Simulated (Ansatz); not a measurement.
Runs of Ansatz 0.2.0 on MgO. It takes space group Fm-3m (No. 225, cubic). The conventional cell has a = 4.194 Å, b = 4.194 Å, c = 4.194 Å, α = 90.00°, β = 90.00°, γ = 90.00°. Mg (site symmetry m-3m) has 6 O at 2.10 Å as nearest neighbours. Around O (site symmetry m-3m) lie 6 Mg at 2.10 Å. The cell is a database's computed one.

```csv
level,potentials or basis,k mesh,cutoff (eV),smearing,basis error allowed,mesh quality,gap on the mesh (eV),pressure (GPa)
PBE,"all-electron LAPW, scalar-relativistic",11 × 11 × 11,316,gaussian 0.025 eV,0.001 eV/atom,not flagged,4.86,7.0
PBE0,all-electron PAW datasets made for the crystal,6 × 6 × 6,430,gaussian 0.05 eV,-,coarse,(a),1.0
PBE,"all-electron LAPW, scalar-relativistic",11 × 11 × 11,316,gaussian 0.019 eV,0.001 eV/atom,not flagged,4.86,7.0
PBEsol,"all-electron LAPW, scalar-relativistic",11 × 11 × 11,316,gaussian 0.02 eV,0.001 eV/atom,not flagged,4.76,2.4
PBE,"all-electron LAPW, scalar-relativistic",11 × 11 × 11,316,gaussian 0.015 eV,0.001 eV/atom,not flagged,4.86,7.0
PBE,"all-electron LAPW, scalar-relativistic",11 × 11 × 11,316,gaussian 0.021 eV,0.001 eV/atom,not flagged,4.86,7.0
PBE,"all-electron LAPW, scalar-relativistic",11 × 11 × 11,316,gaussian 0.023 eV,0.001 eV/atom,not flagged,4.86,7.0
PBE,"all-electron LAPW, scalar-relativistic",11 × 11 × 11,316,gaussian 0.027 eV,0.001 eV/atom,not flagged,4.86,7.0
```

Alike in all rows: task single point; no spin polarisation; cell as given.

**Question.** Fill in the values left out.

**Answer.** (a) 7.36.

Caveats: some runs use coarse meshes.

The runs don't all hold the same shells in valence.
